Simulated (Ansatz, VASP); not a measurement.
**TePb (nc): VASP beside Ansatz**

Contents of INCAR:

```
SYSTEM = TePb
ALGO = Normal ; EDIFF = 1E-6
EDIFFG = -0.002 ; ENCUT = 600
GGA = PE ; IBRION = 2
ISIF = 3 ; ISMEAR = 0
LASPH = .True. ; LCHARG = .False.
LREAL = .False. ; LWAVE = .False.
NELM = 100 ; NSW = 100
PREC = Accurate ; SIGMA = 0.02
```

The input KPOINTS:

```
k-points
0
Gamma
  8 8 8
  0 0 0
```

File POSCAR:

```
TePb
1.0
    0.0000000000      3.2310000000      3.2310000000
    3.2310000000      0.0000000000      3.2310000000
    3.2310000000      3.2310000000      0.0000000000
Te Pb
1 1
Direct
    0.5000000000      0.5000000000      0.5000000000
    0.0000000000      0.0000000000      0.0000000000
```

Input for Ansatz:

```yaml
crystal:
  lattice:
    - [0.0, 3.231, 3.231]
    - [3.231, 0.0, 3.231]
    - [3.231, 3.231, 0.0]
  atoms:
    - { symbol: Te, position: [0.5, 0.5, 0.5] }
    - { symbol: Pb, position: [0.0, 0.0, 0.0] }
basis: {}
kpoints:
  mp_grid: { grid: [8, 8, 8] }
hamiltonian:
  xc: pbe
  pseudopotentials: { kind: nc }
scf:
  occupations: { method: gaussian, width: 0.02 }
output:
  forces: true
  stress: true
  eigenvalues: true
relax:
  adjacent_minimum: "off"
  f_tol: 0.002
  max_steps: 80
  cell: { stress_tol: 0.02 }
```

Alike in both runs: task relaxation of cell and atoms; functional PBE; k mesh 8 × 8 × 8; occupations gaussian, width 0.02 eV; no spin polarisation.

```csv
,VASP,Ansatz
version,VASP 6.6.1,Ansatz 0.2.0
potentials or method,"VASP PAW PBE potentials, release 64 (Te, Pb_d)","scalar-relativistic, plane waves, norm-conserving pseudopotentials"
plane-wave cutoff (eV),600,1120
valence electrons in the cell,20,30
```

|  | VASP | Ansatz | Ansatz less VASP |
| --- | --- | --- | --- |
| gap on the k mesh at the Fermi level, each at its own relaxed structure (eV) | 0.83 | 0.83 | +0.002 |
| relaxed volume (Å³/atom) | 35.42 | 35.47 | +0.052 |
| relaxed cell length with the largest relative difference (Å) | 4.644 | 4.647 | +0.0023 |
| energy change over the relaxation (meV/atom) | -11 | -11 | -0.6 |

The two sets of potentials don't hold the same shells in valence.

Caveats: spin-orbit coupling is left out, which as a rule narrows the gap of such compounds by several tenths of an eV. Zero-point motion and thermal expansion aren't in these numbers. PBE usually gives volumes a little too large and moduli too small.
